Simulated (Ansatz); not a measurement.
# WC (Qusongite) (P-6m2) in Ansatz: convergence with ecutfock ratio

Aim: find how far ecutfock ratio must go before the results for WC (Qusongite) settle, at PBE0. This setting moves, with any that are tied to it; all else stays.

Everything below comes from runs of Ansatz 0.2.0. Logs are shortened: lines on timing, memory, paths and dates and some standing lists are left out, and cuts for length are marked.

**1. The structure**

It takes space group P-6m2 (No. 187, hexagonal). The conventional cell has a = 2.907 Å, b = 2.907 Å, c = 2.837 Å, α = 90.00°, β = 90.00°, γ = 120.00°. W (site symmetry -6m2) has 6 C at 2.20 Å as nearest neighbours. C (site symmetry -6m2) has 6 W at 2.20 Å as nearest neighbours.

**2. With ecutfock ratio 1**

input.yaml

```yaml
crystal:
  lattice:
    - [2.9065, 0.0, 0.0]
    - [-1.45325, 2.5171028361, 0.0]
    - [0.0, 0.0, 2.8366]
  atoms:
    - { symbol: W, position: [0.0, 0.0, 0.0] }
    - { symbol: C, position: [0.6666666667, 0.3333333333, 0.5] }
hamiltonian:
  xc: pbe0
  pseudopotentials: { kind: paw }
kpoints:
  mp_grid: { grid: [5, 5, 5] }
scf:
  occupations: { method: fermi_dirac, width: 0.1 }
  exx: { ecutfock_ratio: 1 }
output:
  forces: true
  stress: true
  eigenvalues: true
```

Potentials or basis: Ansatz PAW.

The run is started by

```sh
> ansatz run input.yaml --threads 2 --pin off --max-ram 5632MiB --backend cpu --events-out ev --progress --plain --runs-dir out
```

Wall time 23 s (2 threads of Intel Xeon at 2.50GHz (Skylake/Cascade Lake), shared host); peak memory 0.52 GiB.

Results:

```
Free energy            : -10634.6265 eV
Pressure               : -3.6 GPa
Band gap on the k mesh : none (metal or under the smearing width)
```

**3. With ecutfock ratio 2**

Edit input.yaml of step 2 so:

```diff
@@ -15,3 +15,3 @@
   occupations: { method: fermi_dirac, width: 0.1 }
-  exx: { ecutfock_ratio: 1 }
+  exx: { ecutfock_ratio: 2 }
 output:
```

Potentials or basis: Ansatz PAW.

The run is started by

```sh
> ansatz run input.yaml --threads 2 --pin off --max-ram 5632MiB --backend cpu --events-out ev --progress --plain --runs-dir out
```

It took 23 s on 2 threads of Intel Xeon at 2.50GHz (Skylake/Cascade Lake), shared host; peak memory 0.57 GiB.

Results:

- Free energy: -10634.6270 eV
- Pressure: -3.6 GPa
- Band gap on the k mesh: none (metal or under the smearing width)

**4. With ecutfock ratio 3**

Edit input.yaml of step 3 so:

```diff
@@ -15,3 +15,3 @@
   occupations: { method: fermi_dirac, width: 0.1 }
-  exx: { ecutfock_ratio: 2 }
+  exx: { ecutfock_ratio: 3 }
 output:
```

The run is started by

```sh
> ansatz run input.yaml --threads 2 --pin off --max-ram 5632MiB --backend cpu --events-out ev --progress --plain --runs-dir out
```

Wall time 22 s (2 threads of Intel Xeon at 2.50GHz (Skylake/Cascade Lake), shared host); peak memory 0.59 GiB.

It converged, with:

```
Free energy            : -10634.6270 eV
Pressure               : -3.6 GPa
Band gap on the k mesh : none (metal or under the smearing width)
```

**5. With ecutfock ratio 4**

Edit input.yaml of step 4 so:

```diff
@@ -15,3 +15,3 @@
   occupations: { method: fermi_dirac, width: 0.1 }
-  exx: { ecutfock_ratio: 3 }
+  exx: { ecutfock_ratio: 4 }
 output:
```

Potentials or basis: Ansatz PAW.

The run is started by

```sh
> ansatz run input.yaml --threads 2 --pin off --max-ram 5632MiB --backend cpu --events-out ev --progress --plain --runs-dir out
```

Log:

```text
Warning: output.stress: scf.convergence.dr2_threshold = 1e-7 eV (the SCF's general default) is looser than the 2e-10 eV advised for a printed stress (1e-10 eV for each atom of the cell: 2). What an SCF threshold leaves in a stress goes as its square root, and in the free energy as the threshold itself, and one threshold admits the most on a small cell: of the crystals measured, under no hybrid functional and no lock of the moments, on runs that ended without the residual-converged pass, on stresses that held no estimate of that error, the worst erred by over 100 MPa in a component at 1e-7 eV an atom and by under 5 at 1e-10. Set scf.convergence.dr2_threshold to 2e-10 eV or tighter. The threshold is an SCF's pass mark: one that does not reach it within its budget of iterations ends unconverged, or closes short of it on a stop that the run arms, and scf.convergence.dr2_threshold's page says what that costs each kind of run
Warning: output.stress: scf.exx.energy_threshold = 1e-6 eV is looser than the 2e-8 eV advised for a stress under a hybrid functional (1e-8 eV for each atom of the cell: 2). Every SCF of the exchange loop can meet its threshold on dr2 while the loop round them stops early: no threshold on dr2 bounds what that leaves in the stress. Set scf.exx.energy_threshold to 2e-8 eV or tighter. The threshold is the loop's pass mark: a loop that does not reach it within its budget of cycles ends unconverged, and scf.exx.energy_threshold's page has the law
Warning: RAYON_NUM_THREADS=2 ignored (pool sized by the plan → 2); use --threads N
Engine: ansatz 0.2.0, x86_64-unknown-linux-gnu
Pseudopotentials: kind: paw
Pseudopotential: W, paw, valence charge 14, recommended cutoff 420 eV (normal), W.paw.azcp
Pseudopotential: C, paw, valence charge 4, recommended cutoff 420 eV (normal), C.paw.azcp
Functional definition: PBE0
  parameter a = 0.25
  parameter kappa = 0.804
  parameter beta = 0.06672455060314922
  exchange = (1 - a)*pbe_x(kappa = kappa, mu = beta*pi^2/3) + a*exact_x
  correlation = pbe_c(beta = beta)
Crystal: 2 atoms, lattice volume = 20.752 Å³
Basis set: ecut = 420 eV, 405 PW (Γ), exchange–correlation on 40×40×40 points (8 copies of the dense FFT grid, shifted against one another)
Bands: 13, of which v1, the nominal top of the filled ones, is band 9 counted from 1 (8 counted from 0)
Symmetry: 12 space group operations
Space group: P-6m2 (ITA 187), of the structure as read, at distance tolerance 2.7e-5 Å
k-points: 15 of 125 (time reversal used)
Non-local potential: W, projectors of the file, l = 0: 3, l = 1: 2, l = 2: 2, l = 3: 1
Non-local potential: C, projectors of the file, l = 0: 2, l = 1: 2, l = 2: 1
PAW form: soft (Blöchl's): semilocal exchange-correlation on the pseudo side does not see the compensation charge
PAW frozen core: W, regenerated for the run's functional, and the local potential with it (the file was generated under x = pbe(κ = 0.804, μ = 0.2195149727645171), c = pbe(β = 0.06672455060314922))
PAW frozen core: C, regenerated for the run's functional, and the local potential with it (the file was generated under x = pbe(κ = 0.804, μ = 0.2195149727645171), c = pbe(β = 0.06672455060314922))
PAW one-centre angular grid: W, 590 points (default); XC on 64 Gauss nodes
PAW one-centre angular grid: C, 110 points (default); XC on 64 Gauss nodes
Initial density: superposition of atomic densities (neutral atoms: chi_scale 0, normalization atom), corrected by the library's trained network
Initial wavefunctions: pseudopotential atomic-orbital guess
Functional: x = pbe(κ = 0.804, μ = 0.2195149727645171), c = pbe(β = 0.06672455060314922), warm-up for x = 0.75 pbe(κ = 0.804, μ = 0.2195149727645171) + 0.25 exact, c = pbe(β = 0.06672455060314922)
SCF iter   1: F=—  HF=-10636.039984 eV  |F-HF|=—  |Δ(HF+E_count)|=         —  Δρ=9.76e-3  dr2=1.54e-2  ethr=1.77e-3  ⟨swp⟩=4.8  Hψ=750  notcnv=0
preconditioner: auto → none  [insulator: Δε(μ)=0.405 eV  Ē_g=10.150 eV  σ=0.100 eV  W_gap=0.75  n_scr=8 (ndim 8)  ℏωp=25.8 eV  f_vac=0.000  D(μ)=0.15/eV (n_scr^D=0)]
SCF iter   2: F=—  HF=-10636.038878 eV  |F-HF|=—  |Δ(HF+E_count)|=   1.11e-3  Δρ=4.30e-3  dr2=2.28e-3  ethr=8.53e-5  ⟨swp⟩=2.2  Hψ=344  notcnv=0
iter 3 solved again at ethr=1.17e-7 eV; its pass at ethr=1.26e-5 eV (dr2=2.10e-5 eV) is discarded
SCF iter   3: F=—  HF=-10636.039366 eV  |F-HF|=—  |Δ(HF+E_count)|=   4.89e-4  Δρ=6.85e-4  dr2=2.17e-5  ethr=1.17e-7  ⟨swp⟩=3.0  Hψ=833  notcnv=0
SCF iter   4: F=—  HF=-10636.039392 eV  |F-HF|=—  |Δ(HF+E_count)|=   2.56e-5  Δρ=9.22e-5  dr2=7.90e-7  ethr=1.17e-7  ⟨swp⟩=2.1  Hψ=337  notcnv=0
SCF iter   5: F=—  HF=-10636.039392 eV  |F-HF|=—  |Δ(HF+E_count)|=   3.87e-7  Δρ=1.69e-5  dr2=4.62e-8  ethr=4.39e-9  ⟨swp⟩=2.9  Hψ=362  notcnv=0
SCF iter   6: F=—  HF=-10636.039392 eV  |F-HF|=—  |Δ(HF+E_count)|=   9.04e-9  Δρ=2.50e-6  dr2=1.27e-9  ethr=2.57e-10  ⟨swp⟩=3.0  Hψ=397  notcnv=0
SCF iter   7: F=-10636.039392 eV  HF=-10636.039392 eV  |F-HF|=1.15e-10  |Δ(HF+E_count)|=  2.26e-10  Δρ=8.20e-7  dr2=1.43e-10  ethr=7.06e-12  ⟨swp⟩=2.5  Hψ=352  notcnv=0
SCF 1 converged in 7 iterations: F = -10636.039392 eV  dr2 = 1.43e-10
Initial density: handed on by an earlier stage of this run
Initial wavefunctions: those handed on with the density
Functional: x = 0.75 pbe(κ = 0.804, μ = 0.2195149727645171) + 0.25 exact, c = pbe(β = 0.06672455060314922)
Frozen-core exchange: fock
iter 1 solved again at ethr=1.14e-4 eV; its pass at ethr=1.00e-1 eV (dr2=2.04e-2 eV) is discarded
SCF iter   1: F=—  HF=-10634.631173 eV  |F-HF|=—  |Δ(HF+E_count)|=         —  Δρ=9.93e-3  dr2=2.21e-2  ethr=1.14e-4  ⟨swp⟩=3.8  Hψ=872  notcnv=0
preconditioner: auto → none  [insulator: Δε(μ)=1.023 eV  Ē_g=12.479 eV  σ=0.100 eV  W_gap=0.99  n_scr=8 (ndim 8)  ℏωp=25.8 eV  f_vac=0.000  D(μ)=0.01/eV (n_scr^D=0)]
SCF iter   2: F=—  HF=-10634.627746 eV  |F-HF|=—  |Δ(HF+E_count)|=   3.43e-3  Δρ=4.55e-3  dr2=2.76e-3  ethr=1.14e-4  ⟨swp⟩=3.0  Hψ=441  notcnv=0
SCF iter   3: F=—  HF=-10634.626998 eV  |F-HF|=—  |Δ(HF+E_count)|=   7.48e-4  Δρ=1.09e-3  dr2=9.11e-5  ethr=1.48e-5  ⟨swp⟩=3.0  Hψ=415  notcnv=0
SCF iter   4: F=—  HF=-10634.627025 eV  |F-HF|=—  |Δ(HF+E_count)|=   2.66e-5  Δρ=5.17e-4  dr2=5.28e-5  ethr=4.43e-7  ⟨swp⟩=3.0  Hψ=407  notcnv=0
SCF iter   5: F=—  HF=-10634.627010 eV  |F-HF|=—  |Δ(HF+E_count)|=   1.51e-5  Δρ=2.68e-4  dr2=1.90e-5  ethr=2.84e-7  ⟨swp⟩=3.0  Hψ=407  notcnv=0
SCF iter   6: F=—  HF=-10634.627007 eV  |F-HF|=—  |Δ(HF+E_count)|=   2.51e-6  Δρ=1.76e-4  dr2=8.11e-6  ethr=1.05e-7  ⟨swp⟩=2.1  Hψ=387  notcnv=0
SCF iter   7: F=-10634.627005 eV  HF=-10634.627006 eV  |F-HF|=6.45e-7  |Δ(HF+E_count)|=   1.12e-6  Δρ=5.32e-5  dr2=7.30e-7  ethr=4.47e-8  ⟨swp⟩=3.0  Hψ=367  notcnv=0
SCF 2 stopped early in 7 iterations: F = -10634.627005 eV  dr2 = 7.30e-7
hybrid outer 1: dexx = +6.800e-3 eV, tail = 1.00e-5 eV
Frozen-core exchange: fock
SCF iter   1: F=—  HF=-10634.627036 eV  |F-HF|=—  |Δ(HF+E_count)|=         —  Δρ=8.15e-5  dr2=6.01e-7  ethr=2.78e-7  ⟨swp⟩=3.3  Hψ=528  notcnv=0
preconditioner: auto → none  [insulator: Δε(μ)=1.147 eV  Ē_g=12.429 eV  σ=0.100 eV  W_gap=0.99  n_scr=8 (ndim 8)  ℏωp=25.8 eV  f_vac=0.000  D(μ)=0.00/eV (n_scr^D=0)]
SCF iter   2: F=—  HF=-10634.627036 eV  |F-HF|=—  |Δ(HF+E_count)|=   1.02e-7  Δρ=3.61e-5  dr2=1.08e-7  ethr=3.29e-9  ⟨swp⟩=3.0  Hψ=404  notcnv=0
SCF iter   3: F=—  HF=-10634.627036 eV  |F-HF|=—  |Δ(HF+E_count)|=   2.76e-8  Δρ=1.01e-5  dr2=2.45e-8  ethr=5.82e-10  ⟨swp⟩=3.0  Hψ=453  notcnv=0
SCF iter   4: F=-10634.627036 eV  HF=-10634.627036 eV  |F-HF|=7.33e-10  |Δ(HF+E_count)|=   9.13e-9  Δρ=3.15e-6  dr2=1.21e-9  ethr=1.26e-10  ⟨swp⟩=2.3  Hψ=352  notcnv=0  defer=1
SCF 3 converged in 4 iterations: F = -10634.627036 eV  dr2 = 1.21e-9
  Residual-converged pass: ⟨swp⟩=3.0  Hψ=397  notcnv=0  max |occ|·‖R‖ = 2.4e-6 eV (tolerance 2.4e-6 eV)  dr2=1.21e-9  dr2_onsite=2.25e-11  max |Δocc| = 1.1e-13
hybrid outer 2: dexx = +2.606e-7 eV, tail = 7.69e-9 eV, Δε = 1.33e-3 eV (about 3.65e-5 eV left of the loop's levels)
hybrid SCF converged: 2 outer / 11 inner (+7 warm-up), last move |dexx| = 2.61e-7 eV, tail = 7.69e-9 eV
Stability not checked: this state was not tested for a lower state beside it, because the functional holds exact exchange (a hybrid, or Hartree-Fock), whose exchange loop this test does not read (fock_operator; see scf.lower_state_search)
Free energy (F): -10634.627036 eV
Frozen-core exchange: fock
Harris-Foulkes:  -10634.627036 eV  (|F-HF|=7.33e-10)
Internal energy: -10634.626779 eV  (E = F + TS)
E sigma→0 (E₀):  -10634.626908 eV
Entropy (-TS):   -0.000257 eV (-0.128 meV/atom)
Fermi energy:    20.719771 eV
--- Per-component energies (eV) ---
  E_band       = -100.273239
  E_kinetic    = 540.031756
  E_local      = -657.068034  (includes V_loc(G=0)·N_el)
  E_nonlocal   = 25.384607
  E_hartree    = 231.233563
  E_xc         = -244.040553
  E_vxc        = -231.915048  (∫ρ·V_xc dr)
  E_exx        = -57.010524  (= α·E_x^exact, valence–valence)
  E_paw        = -8673.940398  (= ΣΔE_a)
  E_vpaw       = -125.151606  (= ΣTr[D̂ρ^β])
  E_aug_tail   = -0.000061  (compensation charges beyond the density's cutoff)
  E_ewald      = -1796.259643
  E_core_change = -2.957492  (= ΣΔE_core)
  E_smearing   = -0.000257  (= −TS)
  E_closure    = 0.000000  (closes the sum)
  Σ components = -10634.627036   (vs F -10634.627036, Δ=1.82e-12)
--- Forces (eV/Å), atoms counted from 1 ---
  atom   1  W     -0.00000000     0.00000000     0.00000000
  atom   2  C      0.00000000    -0.00000000     0.00000000
  max |Σ_I F_I| component: 1.27e-16 eV/Å
--- Stress (GPa, compression-positive) ---
       -1.837142       0.000000      -0.000000
        0.000000      -1.837142      -0.000000
       -0.000000      -0.000000      -7.121800
  P = ⅓ Tr σ = -3.5987 GPa (-35.987 kbar)
--- Band table (eV; the first three rows and the last of 15) ---
  k-point 0: bands = ["-57.9482", "-20.5304", "-20.3858", "-20.3858", "3.6908", "15.0758", "16.1208", "16.1208", "20.1038", "24.6895", "24.6895", "27.3446", "27.3446"]
  k-point 1: bands = ["-57.9319", "-20.8385", "-20.3586", "-20.3586", "4.7205", "14.1190", "16.6169", "16.6169", "21.2505", "22.2803", "22.2803", "27.9789", "27.9789"]
  k-point 2: bands = ["-57.9051", "-21.3103", "-20.3131", "-20.3131", "7.1883", "11.1776", "17.5333", "17.5333", "19.7994", "19.7994", "24.2891", "26.4460", "26.4460"]
  k-point 14: bands = ["-57.8306", "-21.1156", "-21.0999", "-20.7204", "7.4625", "12.4702", "13.6886", "16.9633", "19.1321", "25.8812", "27.5917", "28.2103", "30.8987"]
```

Wall time 19 s (2 threads of Intel Xeon at 2.50GHz (Skylake/Cascade Lake), shared host); peak memory 0.61 GiB.

Results:

```yaml
Free_energy: -10634.6270 eV
Pressure: -3.6 GPa
Band_gap_on_the_k_mesh: none (metal or under the smearing width)
```

**6. Summary**

| ecutfock ratio | energy less the tightest run, at zero smearing (meV/atom) | SCF cycles | CPU time (s) | peak memory (GiB) |
| --- | --- | --- | --- | --- |
| 1 | 0.24 | 18 | 25 | 0.52 |
| 2 | 0.01 | 18 | 29 | 0.57 |
| 3 | 0.00 | 18 | 30 | 0.59 |
| 4 | 0.00 | 18 | 28 | 0.61 |

Against the tightest run, the energy stays within 1 meV/atom from 1 on. The tightest run that finished is the yardstick and may itself not be fully converged.

Caveats: all runs use coarse meshes; the PAW data sets come from PBE, with cores solved anew for the run's functional, which leaves a small shift of forces and pressure; the thresholds are loose for stress.
